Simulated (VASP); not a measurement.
# CdSe (P6_3mc) in VASP: Born charges and dielectric tensor with LDA

Aim: the Born charges and dielectric tensor of CdSe with LDA.

Everything below comes from runs of VASP 6.6.1. Logs are shortened: lines on timing, memory, paths and dates and some standing lists are left out, and cuts for length are marked.

**The experiment to reproduce.**

From a printed reference work, data compilation, for a bulk crystal of CdSe at 2 K: band gap 1.841 eV.

The results are compared with them further down.

## 1. The structure

Symmetry: P6_3mc, No. 186, hexagonal system. The conventional cell has a = 4.311 Å, b = 4.311 Å, c = 7.032 Å, α = 90.00°, β = 90.00°, γ = 120.00°. Cd (site symmetry 3m) has 4 Se at 2.64 Å as nearest neighbours. Se (site symmetry 3m) is surrounded by 4 Cd at 2.64 Å.

The cell is a database's computed one.

## 2. Born charges and dielectric tensor, LDA

Input file INCAR:

```
PREC = Accurate
ENCUT = 600
EDIFF = 1E-8
ISMEAR = 0
SIGMA = 0.02
LREAL = False
LASPH = True
NELM = 60
ALGO = Normal
ISIF = 2
LWAVE = False
LCHARG = False
LEPSILON = True
IBRION = 8
NSW = 1
```

Input file KPOINTS:

```
regular mesh
0
Gamma
  9 9 6
```

Input file POSCAR:

```
CdSe
1.0
    4.3106900000      0.0000000000      0.0000000000
   -2.1553500000      3.7331700000      0.0000000000
    0.0000000000      0.0000000000      7.0318800000
Cd Se
2 2
Direct
    0.6666700000      0.3333300000      0.4999600000
    0.3333300000      0.6666700000      0.9999600000
    0.6666700000      0.3333300000      0.8759000000
    0.3333300000      0.6666700000      0.3759000000
```

Potentials or basis: VASP PAW LDA potentials, release 64 (Cd, Se).

Command:

```sh
$ cat potpaw_LDA.64/Cd/POTCAR potpaw_LDA.64/Se/POTCAR > POTCAR
$ mpirun -np 1 vasp_std > vasp.out
```

OUTCAR:

```text
PREC = Accurate
   ENCUT = 600
   EDIFF = 1E-8
   ISMEAR = 0
   LREAL = False
   LASPH = True
   NELM = 60
   ISIF = 2
   LEPSILON = True
   IBRION = 8
   NSW = 1

 ion  position               nearest neighbor table
   1  0.667  0.333  0.500-   4 2.64   4 2.64   4 2.64   3 2.64
   2  0.333  0.667  1.000-   3 2.64   3 2.64   3 2.64   4 2.64
   3  0.667  0.333  0.876-   2 2.64   2 2.64   2 2.64   1 2.64
   4  0.333  0.667  0.376-   1 2.64   1 2.64   1 2.64   2 2.64

  LATTYP: Found a hexagonal cell.
 ALAT       =     4.3106900000
 C/A-ratio  =     1.6312655283

  Lattice vectors:

 A1 = (   4.3106900000,   0.0000000000,   0.0000000000)
 A2 = (  -2.1553500000,   3.7331700000,   0.0000000000)
 A3 = (   0.0000000000,   0.0000000000,   7.0318800000)

Analysis of symmetry for initial positions (statically):
=====================================================================
 Subroutine PRICEL returns:
 Original cell was already a primitive cell.

 Routine SETGRP: Setting up the symmetry group for a
 hexagonal supercell.

 Subroutine GETGRP returns: Found  4 space group operations
 (whereof  2 operations were pure point group operations)
 out of a pool of 24 trial point group operations.

The static configuration has the point symmetry C_1h.
 The point group associated with its full space group is C_2v.

Analysis of symmetry for dynamics (positions and initial velocities):
=====================================================================
 Subroutine PRICEL returns:
 Original cell was already a primitive cell.

 Routine SETGRP: Setting up the symmetry group for a
 hexagonal supercell.

 Subroutine GETGRP returns: Found  4 space group operations
 (whereof  2 operations were pure point group operations)
 out of a pool of 24 trial point group operations.

The dynamic configuration has the point symmetry C_1h.
 The point group associated with its full space group is C_2v.

 Subroutine INISYM returns: Found  4 space group operations
 (whereof  2 operations are pure point group operations),
 and found     1 'primitive' translations

----------------------------------------------------------------------------------------

                                     Primitive cell

  volume of cell :     113.1608

  direct lattice vectors                    reciprocal lattice vectors
     4.310690000  0.000000000  0.000000000     0.231981423  0.133934742  0.000000000
    -2.155350000  3.733170000  0.000000000     0.000000000  0.267868862  0.000000000
     0.000000000  0.000000000  7.031880000     0.000000000  0.000000000  0.142209480

  length of vectors
     4.310690000  4.310695057  7.031880000     0.267869176  0.267868862  0.142209480

  position of ions in fractional coordinates (direct lattice)
     0.666670000  0.333330000  0.499960000
     0.333330000  0.666670000  0.999960000
     0.666670000  0.333330000  0.875900000
     0.333330000  0.666670000  0.375900000

  ion indices of the primitive-cell ions
   primitive index   ion index
                 1           1
[... 791 lines left out ...]
     0.37419 -0.00000  0.00000
    -0.00000  0.37419  0.00000
     0.00000  0.00000 -0.78792

[... ionic steps 4 to 9 ...]

--------------------------------------- Ionic step       10  -------------------------------------------

------------------------ aborting loop because EDIFF is reached ----------------------------------------

[... ionic steps 11 to 11 ...]

--------------------------------------- Ionic step       12  -------------------------------------------

 Free energy of the ion-electron system (eV)
  ---------------------------------------------------
  ---------------------------------------------------
  free energy    TOTEN  =        -0.09771213 eV

  energy without entropy =       -0.09771213

------------------------ aborting loop because EDIFF is reached ----------------------------------------

 INTERNAL STRAIN TENSOR  FOR ION    3  DIRECTION 3   (eV/Angst):
 -----------------------------------------------------------------------------
     3.34776  0.01398 -0.03212
     0.01398  3.36392  0.01855
     0.03742 -0.02161 -6.40728

 MACROSCOPIC STATIC DIELECTRIC TENSOR (including local field effects in DFT)
 ------------------------------------------------------
          14.460631    -0.000271     0.000000
          -0.000271    14.460363     0.000000
           0.000000     0.000000    12.923036
 ------------------------------------------------------

 PIEZOELECTRIC TENSOR (including local field effects)  for field in x, y, z        (e  Angst)
          XX          YY          ZZ          XY          YZ          ZX
  --------------------------------------------------------------------------------
  x     0.00000     0.00000     0.00000    -0.00000     0.00000     2.86587
  y     0.00000     0.00000     0.00000     0.00000     2.86589     0.00001
  z     2.64286     2.64285    -5.56504    -0.00001     0.00000     0.00000

 PIEZOELECTRIC TENSOR (including local field effects)  for field in x, y, z        (C/m^2)
          XX          YY          ZZ          XY          YZ          ZX
  --------------------------------------------------------------------------------
  x     0.00000     0.00000     0.00000    -0.00000     0.00000     0.40576
  y     0.00000     0.00000     0.00000     0.00000     0.40576     0.00000
  z     0.37419     0.37419    -0.78792    -0.00000     0.00000     0.00000

 BORN EFFECTIVE CHARGES (including local field effects) (in |e|, cummulative output)
 ---------------------------------------------------------------------------------
 ion    1
    1     2.25032     0.00000     0.00008
    2     0.00000     2.25033    -0.00004
    3     0.00001    -0.00001     2.36322
 ion    2
    1     2.25032     0.00000    -0.00008
    2     0.00000     2.25033     0.00004
    3    -0.00001     0.00001     2.36322
 ion    3
    1    -2.25032    -0.00000     0.00003
    2    -0.00000    -2.25033    -0.00002
    3     0.00000    -0.00000    -2.36322
 ion    4
    1    -2.25032    -0.00000    -0.00003
    2    -0.00000    -2.25033     0.00002
    3    -0.00000     0.00000    -2.36322

 INTERNAL STRAIN TENSOR FOR ION    4 for displacements in x,y,z  (eV/Angst):
          X           Y           Z          XY          YZ          ZX
  --------------------------------------------------------------------------------
  x    -0.00488     0.00409    -0.00036    -5.56287     0.00218     3.52559
  y    -5.79650     5.79698     0.00021     0.39156     3.17532     0.00206
  z     3.34776     3.36392    -6.40728     0.01398     0.02161     0.03212

 SECOND DERIVATIVES (NOT SYMMETRIZED)
 ------------------------------------
               1X          1Y          1Z          2X          2Y          2Z          3X          3Y          3Z          4X          4Y          4Z
  1X    -4.604241   -0.000649    0.000416   -0.174244    0.000327    0.000004    0.135201   -0.000176    0.000463    4.643284    0.000498   -0.000883
  1Y    -0.000649   -4.605005   -0.000240    0.000327   -0.173867   -0.000003   -0.000176    0.134999   -0.000267    0.000498    4.643873    0.000510
  1Z     0.000260   -0.000150   -5.770548   -0.000232    0.000134    1.258019   -0.000149    0.000086    3.294261    0.000121   -0.000070    1.218268
  2X    -0.174244    0.000327   -0.000004   -4.604241   -0.000649   -0.000416    4.643284    0.000498    0.000883    0.135201   -0.000176   -0.000463
  2Y     0.000327   -0.173867    0.000003   -0.000649   -4.605005    0.000240    0.000498    4.643873   -0.000510   -0.000176    0.134999    0.000267
  2Z     0.000232   -0.000134    1.258019   -0.000260    0.000150   -5.770548   -0.000121    0.000070    1.218268    0.000149   -0.000086    3.294261
  3X     0.147977    0.000055   -0.000020    4.655894    0.000381    0.000287   -5.194568   -0.001480   -0.000765    0.390697    0.001045    0.000498
  3Y     0.000055    0.148041    0.000012    0.000381    4.656348   -0.000166   -0.001480   -5.196293    0.000442    0.001045    0.391904   -0.000287
  3Z     0.000093   -0.000054    3.287244    0.000647   -0.000373    1.228514   -0.000837    0.000483   -6.672552    0.000097   -0.000056    2.156794
  4X     4.655894    0.000381   -0.000287    0.147977    0.000055    0.000020    0.390697    0.001045   -0.000498   -5.194568   -0.001480    0.000765
  4Y     0.000381    4.656348    0.000166    0.000055    0.148041   -0.000012    0.001045    0.391904    0.000287   -0.001480   -5.196293   -0.000442
  4Z    -0.000647    0.000373    1.228514   -0.000093    0.000054    3.287244   -0.000097    0.000056    2.156794    0.000837   -0.000483   -6.672552

 Eigenvectors and eigenvalues of the dynamical matrix
 ----------------------------------------------------

   1 f  =    5.419445 THz    34.051379 2PiTHz  180.773237 cm-1    22.413015 meV
             X         Y         Z           dx          dy          dz
      2.155365  1.244378  3.515659    -0.000400    0.000231   -0.251552
     -0.000025  2.488792  7.031599    -0.000400    0.000231    0.251552
      2.155365  1.244378  6.159224     0.000476   -0.000275    0.660849
     -0.000025  2.488792  2.643284     0.000476   -0.000275   -0.660849
[... 71 lines left out ...]
  12 f/i=    0.006602 THz     0.041481 2PiTHz    0.220218 cm-1     0.027304 meV
             X         Y         Z           dx          dy          dz
      2.155365  1.244378  3.515659     0.271237    0.469868   -0.000000
     -0.000025  2.488792  7.031599     0.271237    0.469868    0.000000
      2.155365  1.244378  6.159224     0.226719    0.392750   -0.000000
     -0.000025  2.488792  2.643284     0.226719    0.392750    0.000000

--------------------------------------------------------------------------------------------------------

 MACROSCOPIC STATIC DIELECTRIC TENSOR IONIC CONTRIBUTION
 ------------------------------------------------------
           3.380225    -0.000258    -0.000000
          -0.000258     3.379938     0.000000
          -0.000000     0.000000     3.956713
 ------------------------------------------------------

 ELASTIC MODULI CONTR FROM IONIC RELAXATION (kBar)
 Direction    XX          YY          ZZ          XY          YZ          ZX
 --------------------------------------------------------------------------------
 XX        -240.8510     99.7969    134.6989     12.0365     -0.0000      0.0000
 YY          99.7969   -240.8813    134.6909    -12.0614      0.0000     -0.0000
 ZZ         134.6989    134.6909   -257.2173     -0.0073      0.0000     -0.0000
 XY          12.0365    -12.0614     -0.0073   -164.7949      0.0000     -0.0000
 YZ          -0.0000      0.0000      0.0000      0.0000    -64.7444     -0.0985
 ZX           0.0000     -0.0000     -0.0000     -0.0000     -0.0985    -70.2429
 --------------------------------------------------------------------------------

 PIEZOELECTRIC TENSOR IONIC CONTR  for field in x, y, z        (C/m^2)
          XX          YY          ZZ          XY          YZ          ZX
  --------------------------------------------------------------------------------
  x     0.00000    -0.00000    -0.00000    -0.00000    -0.00031    -0.45850
  y     0.00000    -0.00000     0.00000     0.00000    -0.44017    -0.00030
  z    -0.49709    -0.49710     0.94927    -0.00001    -0.00000     0.00000
```

It took 1.6 h on 1 thread of Intel Xeon Platinum 8488C (Sapphire Rapids), shared host; peak memory 1.7 GiB.

Results:

```yaml
Band_gap_on_the_k_mesh: 0.41 eV, direct
Electronic_dielectric_tensor_diagonal: 14.46, 14.46, 12.92
Born_charges_mean_of_the_diagonal: Cd +2.29; Se -2.29 e
Highest_phonon_frequency_at_Γ_LO-TO_splitting_left_out: 181 cm⁻¹
```

Levels at points of the mesh, in eV from the valence-band top:
```
           k point  band 14  band 15  band 16  band 17  band 18  band 19  band 20  band 21  band 22
(0.00, 0.00, 0.00)    -0.77    -0.77    -0.05     0.00     0.00     0.41     2.00     5.71     5.71
(0.00, 0.00, 0.50)    -2.73    -0.40    -0.40    -0.40    -0.40     2.17     2.17     5.67     5.67
```

Phonon frequencies in cm⁻¹ (negative: imaginary):
```tsv
q point	frequencies
(0.000, 0.000, 0.000)	0 0 0 36 36 121 163 168 168 169 169 181
```

Electronic dielectric tensor:
```
14.46  0.00  0.00
 0.00 14.46  0.00
 0.00  0.00 12.92
```

Born effective charge tensors (e):
atom 1, Cd
```
2.25 0.00 0.00
0.00 2.25 0.00
0.00 0.00 2.36
```
atom 2, Cd
```
2.25 0.00 0.00
0.00 2.25 0.00
0.00 0.00 2.36
```
atom 3, Se
```
-2.25  0.00  0.00
 0.00 -2.25  0.00
 0.00  0.00 -2.36
```
atom 4, Se
```
-2.25  0.00  0.00
 0.00 -2.25  0.00
 0.00  0.00 -2.36
```

Caveat: the gap is small at this level, which inflates the dielectric constant.

## 3. How close it comes

Step 2. A measured gap of CdSe is 1.841 eV (2 K; a printed reference work, data compilation); the calculated 0.41 eV misses it by -1.43 eV. So large a miss can be the level of theory's own, or it may mean another phase, state or a wrong row. Spin-orbit coupling on Cd, Se is left out. The value is that of LDA, without temperature or zero-point motion. Semilocal functionals fall short of measured gaps as a rule. The cell is a database's relaxed one, not the measured one, which moves gaps too.
